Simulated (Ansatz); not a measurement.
# Ge (Cmcm) in Ansatz: a series of runs

The runs below take Ge through band structure, with PBEsol.

Everything below comes from runs of Ansatz 0.2.0. Logs are shortened: lines on timing, memory, paths and dates and some standing lists are left out, and cuts for length are marked.

### Step 1. The undisturbed crystal

The structure is orthorhombic, space group Cmcm (No. 63). Conventional cell: a = 2.976 Å, b = 5.189 Å, c = 4.728 Å, α = 90.00°, β = 90.00°, γ = 90.00°. Ge (site symmetry m2m) has 12 Ge at 2.92 to 2.99 Å as nearest neighbours.

This isn't the form of Ge at room conditions, which is diamond.

### Step 2. Band structure, PBEsol, 18.25 Å³/atom (strain_z_fixed_volume = -0.04)

The input, input.yaml:

```yaml
crystal:
  lattice:
    - [1.5187376569, -2.6481939939, 0.0]
    - [1.5187376569, 2.6481939939, 0.0]
    - [0.0, 0.0, 4.5384919584]
  atoms:
    - { symbol: Ge, position: [0.33344663, 0.66655337, 0.25] }
    - { symbol: Ge, position: [0.66655337, 0.33344663, 0.75] }
kpoints:
  mp_grid: { grid: [10, 10, 6] }
  band_path:
    path:
      - [0.0, 0.0, 0.0]
      - [0.3322253894, 0.3322253894, 0.0]
      - [0.0, 0.5, 0.0]
      - [0.0, 0.5, 0.5]
      - [0.3322253894, 0.3322253894, 0.5]
      - [0.0, 0.0, 0.5]
      - [0.0, 0.0, 0.0]
      - [-0.5, 0.5, 0.0]
    npoints: 6
scf:
  occupations: { method: fermi_dirac, width: 0.05 }
hamiltonian:
  xc: pbesol
  pseudopotentials: { kind: all_electron, lapw: { basis_error: 0.001 } }
output:
  forces: true
  stress: true
  eigenvalues: true
```

Potentials or basis: all-electron LAPW, scalar-relativistic.

Started as:

```
$ ansatz run input.yaml --threads 1 --pin off --max-ram 3072MiB --backend cpu --events-out ev --progress --plain --runs-dir out
```

The log of the run:

```text
Warning: RAYON_NUM_THREADS=1 ignored (pool sized by the plan → 1); use --threads N
LAPW: plane waves up to 7.421 Å⁻¹, error target 1.0e-3 eV per atom; small_component_spin mean_spin; Ge in spheres of 1.435 Å, 22 of its electrons in bands, Dirac shells [] (how accurate: hamiltonian.pseudopotentials.lapw.basis_error, Limitations)
Engine: ansatz 0.2.0, aarch64-unknown-linux-gnu
Pseudopotentials: kind: all_electron
Pseudopotential: Ge, LAPW, valence charge 22, lapw/all_electron/scalar/gaussian/Ge, Koelling and Harmon's equation, gaussian nucleus
Functional definition: PBEsol
  exchange = pbesol_x
  correlation = pbesol_c
Crystal: 2 atoms, lattice volume = 36.507 Å³
Basis set: ecut = 209.82050671286072 eV, 263 PW (Γ), exchange–correlation at level 2
Bands: 27, of which v1, the nominal top of the filled ones, is band 22 counted from 1 (21 counted from 0)
Symmetry: 8 space group operations
Space group: Cmcm (ITA 63), of the structure as read, at distance tolerance 3.3e-5 Å
k-points: 124 of 600
Non-local potential: Ge, projectors of the file, none
Initial density: superposition of atomic densities (chi_scale 0.1, normalization cell)
Initial wavefunctions: plane waves of lowest kinetic energy (no species holds an atomic orbital)
Functional: x = pbesol(κ = 0.804, μ = 0.12345679012345678), c = pbesol(β = 0.046)
iter 1 solved again at ethr=2.30e-5 eV; its pass at ethr=1.00e-1 eV (dr2=1.01e-2 eV) is discarded
SCF iter   1: F=—  HF=-114149.135577 eV  |F-HF|=—  |Δ(HF+E_count)|=         —  Δρ=6.60e-3  dr2=1.02e-2  ethr=2.30e-5  ⟨swp⟩=3.3  Hψ=23194  notcnv=0
preconditioner: auto → Kerker (q_TF=auto, 2.815 Å⁻¹)  [metal: Δε(μ)=0.008 eV  Ē_g=23.903 eV  σ=0.050 eV  W_gap=0.04  n_scr=22 (ndim 8)  ℏωp=32.5 eV  f_vac=0.000  D(μ)=1.22/eV (n_scr^D=8)]
SCF iter   2: F=—  HF=-114149.105193 eV  |F-HF|=—  |Δ(HF+E_count)|=   3.04e-2  Δρ=3.85e-3  dr2=4.38e-3  ethr=2.30e-5  ⟨swp⟩=2.0  Hψ=10075  notcnv=0
SCF iter   3: F=—  HF=-114149.100846 eV  |F-HF|=—  |Δ(HF+E_count)|=   4.35e-3  Δρ=2.36e-3  dr2=1.91e-3  ethr=9.97e-6  ⟨swp⟩=2.0  Hψ=10066  notcnv=0
SCF iter   4: F=—  HF=-114149.099955 eV  |F-HF|=—  |Δ(HF+E_count)|=   8.91e-4  Δρ=1.09e-3  dr2=5.02e-4  ethr=4.35e-6  ⟨swp⟩=2.0  Hψ=10066  notcnv=0
iter 5 solved again at ethr=1.70e-8 eV; its pass at ethr=1.14e-6 eV (dr2=7.48e-6 eV) is discarded
SCF iter   5: F=—  HF=-114149.099911 eV  |F-HF|=—  |Δ(HF+E_count)|=   4.42e-5  Δρ=1.46e-4  dr2=7.45e-6  ethr=1.70e-8  ⟨swp⟩=2.0  Hψ=16909  notcnv=0
SCF iter   6: F=—  HF=-114149.099910 eV  |F-HF|=—  |Δ(HF+E_count)|=   7.05e-7  Δρ=3.65e-5  dr2=3.23e-7  ethr=1.69e-8  ⟨swp⟩=2.0  Hψ=10066  notcnv=0
SCF iter   7: F=-114149.099910 eV  HF=-114149.099910 eV  |F-HF|=1.05e-9  |Δ(HF+E_count)|=   5.94e-8  Δρ=5.94e-6  dr2=1.24e-8  ethr=7.35e-10  ⟨swp⟩=2.0  Hψ=10066  notcnv=0
SCF 1 converged in 7 iterations: F = -114149.099910 eV  dr2 = 1.24e-8
NSCF: frozen V_eff on 43 k-points
SCF converged after 7 iterations
Free energy (F): -114149.099910 eV
Harris-Foulkes:  -114149.099910 eV  (|F-HF|=1.05e-9)
Internal energy: -114149.090667 eV  (E = F + TS)
E sigma→0 (E₀):  -114149.095288 eV
Entropy (-TS):   -0.009244 eV (-4.622 meV/atom)
Fermi energy:    13.203442 eV
--- Per-component energies (eV) ---
  E_band       = -1938.698295
  E_kinetic    = 116531.331873
  E_xc         = -4255.648941
  E_electrostatic = -226424.773598  (all electrons and nuclei)
  E_smearing   = -0.009244  (= −TS)
  E_closure    = 0.000000  (closes the sum)
  E_atoms      = -114139.838039  (free atoms, spherical and without spin; not in F)
  Σ components = -114149.099910   (vs F -114149.099910, Δ=0.00e0)
  Basis errors (estimates in eV, not in F): energy 2.4e-4 per atom: plane waves 2.3e-4 (1.2e-4 summed), levels above the bands 4.0e-74, relativity 2.8e-8, radial functions 5.6e-6, core shells 1.1e-11; eigenvalues (radial functions only) 9.0e-6; not estimated: angular momenta, meshes, grids; target (lapw.basis_error) 1.0e-3; muffin-tin radii Ge 1.435 Å
--- Forces (eV/Å), atoms counted from 1 ---
  atom   1  Ge    -0.00000000    -0.00685895     0.00000000
  atom   2  Ge     0.00000000     0.00685895     0.00000000
  max |Σ_I F_I| component: 0.00e0 eV/Å
--- Stress (GPa, compression-positive) ---
       -1.933942      -0.000000      -0.000000
       -0.000000      -2.128385      -0.000000
       -0.000000      -0.000000       5.720203
  P = ⅓ Tr σ = 0.5526 GPa (5.526 kbar)
--- Band table (eV; the first three rows and the last of 124) ---
  k-point 0: bands = ["-150.2113", "-150.2111", "-97.5260", "-97.5254", "-97.5250", "-97.5244", "-97.5143", "-97.5117", "-11.5211", "-11.5088", "-11.5056", "-11.5036", "-11.5023", "-11.4977", "-11.4951", "-11.4903", "-11.4082", "-11.4069", "-0.2683", "6.4278", "7.8361", "18.8650", "18.9733", "21.1840", "21.2976", "23.4509", "24.0493"]
  k-point 1: bands = ["-150.2112", "-150.2111", "-97.5260", "-97.5255", "-97.5249", "-97.5244", "-97.5141", "-97.5119", "-11.5223", "-11.5197", "-11.5184", "-11.5025", "-11.4999", "-11.4917", "-11.4830", "-11.4811", "-11.4105", "-11.4092", "-0.0654", "4.7829", "9.8664", "19.0316", "19.1396", "21.1162", "21.2268", "22.6004", "23.6192"]
  k-point 2: bands = ["-150.2112", "-150.2111", "-97.5259", "-97.5256", "-97.5248", "-97.5245", "-97.5136", "-97.5124", "-11.5282", "-11.5255", "-11.5137", "-11.5114", "-11.5110", "-11.4959", "-11.4577", "-11.4560", "-11.4190", "-11.4176", "0.5442", "2.9835", "12.8094", "19.4865", "19.5290", "19.6103", "20.7975", "20.9030", "24.1277"]
  k-point 123: bands = ["-150.2111", "-150.2111", "-97.5265", "-97.5265", "-97.5249", "-97.5249", "-97.5129", "-97.5129", "-11.5415", "-11.5415", "-11.5247", "-11.5247", "-11.4704", "-11.4704", "-11.4218", "-11.4218", "-11.4075", "-11.4075", "5.9010", "5.9010", "8.1427", "8.1427", "16.9304", "16.9304", "18.5405", "18.5405", "21.9578"]
```

Run time: 18 s. Hardware: 1 thread of Arm Neoverse V2, shared host; peak memory 0.39 GiB.

Results:

| Quantity | Value |
| --- | --- |
| Free energy | -114149.0999 eV |
| Pressure | 0.6 GPa |
| Largest force | 0.007 eV/Å |
| Band gap along the path | none (metal or under the smearing width) |

### Step 3. Band structure, PBEsol, 18.25 Å³/atom (strain_z_fixed_volume = -0.02)

input.yaml: that of step 2 with these lines changed.

```diff
@@ -2,5 +2,5 @@
   lattice:
-    - [1.5187376569, -2.6481939939, 0.0]
-    - [1.5187376569, 2.6481939939, 0.0]
-    - [0.0, 0.0, 4.5384919584]
+    - [1.5031604486, -2.6210323119, 0.0]
+    - [1.5031604486, 2.6210323119, 0.0]
+    - [0.0, 0.0, 4.6330438742]
   atoms:
```

Potentials or basis: all-electron LAPW, scalar-relativistic.

Started as:

```
$ ansatz run input.yaml --threads 1 --pin off --max-ram 3072MiB --backend cpu --events-out ev --progress --plain --runs-dir out
```

It took 18 s on 1 thread of Arm Neoverse V2, shared host; peak memory 0.39 GiB.

The run converged. Its results:

* Free energy: -114149.1339 eV
* Pressure: 0.6 GPa
* Largest force: 0.003 eV/Å
* Band gap along the path: none (metal or under the smearing width)
